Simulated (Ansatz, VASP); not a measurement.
InSb: VASP beside Ansatz

```xyz
2
Lattice="0.0000 3.3166 3.3166 3.3166 0.0000 3.3166 3.3166 3.3166 0.0000" Properties=species:S:1:pos:R:3 pbc="T T T"
In    0.0000    0.0000    0.0000
Sb    4.9749    4.9749    4.9749
```

The cell is a database's computed one.

Alike in both runs: task single point; functional LDA; k mesh 6 × 6 × 6; occupations gaussian, width 0.1 eV; no spin polarisation.

|  | VASP | Ansatz |
| --- | --- | --- |
| version | VASP 6.6.1 | Ansatz 0.2.0 |
| potentials or method | VASP PAW LDA potentials, release 64 (In_d, Sb) | scalar-relativistic, plane waves, PAW |
| plane-wave cutoff (eV) | 520 | 420 |
| valence electrons in the cell | 18 | 28 |

|  | VASP | Ansatz | Ansatz less VASP |
| --- | --- | --- | --- |
| gap on the k mesh at the Fermi level (eV) | none | none | - |
| pressure (GPa) | -3.1 | -3.1 | -0.04 |

A gap of «none» marks a metal or a gap that the smearing closes. The two sets of potentials don't hold the same shells in valence. Ansatz warned: «pseudo_functional_mismatch».

Caveats: this crystal is a semiconductor, whose small gap the functional closes, so the metal is an error of the method. The runs have no spin-orbit coupling, so splittings on Sb are missing.
